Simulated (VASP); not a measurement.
## HgSe in VASP 6.6.1, single-point calculation

INCAR

```
ISMEAR = -1
IBRION = -1
GGA = PS
LASPH = .TRUE.
PREC = Accurate
ISIF = 2
ENCUT = 520
LCHARG = .FALSE.
NELM = 92
NSW = 0
EDIFF = 1E-7
NBANDS = 16
LREAL = .FALSE.
LWAVE = .FALSE.
SIGMA = 0.02
```

KPOINTS

```
KPOINTS created by Atomic Simulation Environment
0
Monkhorst-Pack
8 8 8
0 0 0
```

POSCAR

```
Hg Se
 1.0000000000000000
    -0.0000000000000000    3.0926650950901058    3.0926650950901058
     3.0926650950901058    0.0000000000000000    3.0926650950901058
     3.0926650950901058    3.0926650950901058    0.0000000000000000
 Hg  Se
   1   1
Cartesian
  0.0000000000000000  0.0000000000000000 -0.0000000000000000
  1.5463325475450529  1.5463325475450529  1.5463325475450529
```

The recommended PBE PAW datasets give the neutral cell 18 valence electrons.

Command

```
mpirun -np 1 vasp_std
```

How does this run end, and what does it give?

It converged. Results: gap between bands v and c on the k mesh 0.24 eV; least direct gap on the k mesh 0.24 eV; pressure -1.0 GPa. Band v is the last that the valence electrons fill when counted band by band, and c is the next.

OSZICAR

```
N       E                     dE             d eps       ncg     rms          rms(c)
DAV:   1     0.110064561581E+03    0.11006E+03   -0.84996E+03  1936   0.100E+03
DAV:   2    -0.962729476237E+00   -0.11103E+03   -0.10359E+03  2208   0.238E+02
DAV:   3    -0.509892698926E+01   -0.41362E+01   -0.41245E+01  2304   0.470E+01
DAV:   4    -0.511696600835E+01   -0.18039E-01   -0.18038E-01  2320   0.316E+00
DAV:   5    -0.511706321645E+01   -0.97208E-04   -0.97208E-04  2408   0.208E-01    0.696E+00
DAV:   6    -0.482226933400E+01    0.29479E+00   -0.50180E-01  2904   0.101E+01    0.559E+00
DAV:   7    -0.481013001718E+01    0.12139E-01   -0.10430E-01  2208   0.232E+00    0.260E+00
DAV:   8    -0.480774572908E+01    0.23843E-02   -0.12690E-02  2176   0.135E+00    0.171E-01
DAV:   9    -0.480751178379E+01    0.23395E-03   -0.13052E-03  2520   0.510E-01    0.506E-02
DAV:  10    -0.480750883969E+01    0.29441E-05   -0.12016E-04  2288   0.122E-01    0.300E-02
DAV:  11    -0.480751684032E+01   -0.80006E-05   -0.43153E-05  2520   0.741E-02    0.278E-02
DAV:  12    -0.480751481892E+01    0.20214E-05   -0.79661E-06  2208   0.369E-02    0.731E-03
DAV:  13    -0.480751482807E+01   -0.91457E-08   -0.53967E-07  2288   0.460E-03
   1 F= -.48075148E+01 E0= -.48075109E+01  d E =-.784981E-05
```

The shifted mesh misses Γ, so a band edge there is missed.

For comparison, a separate PBEsol run of the intended cell, on usual settings and not on those above, gives a gap of 0.00 eV on its mesh and a pressure of -1.0 GPa.
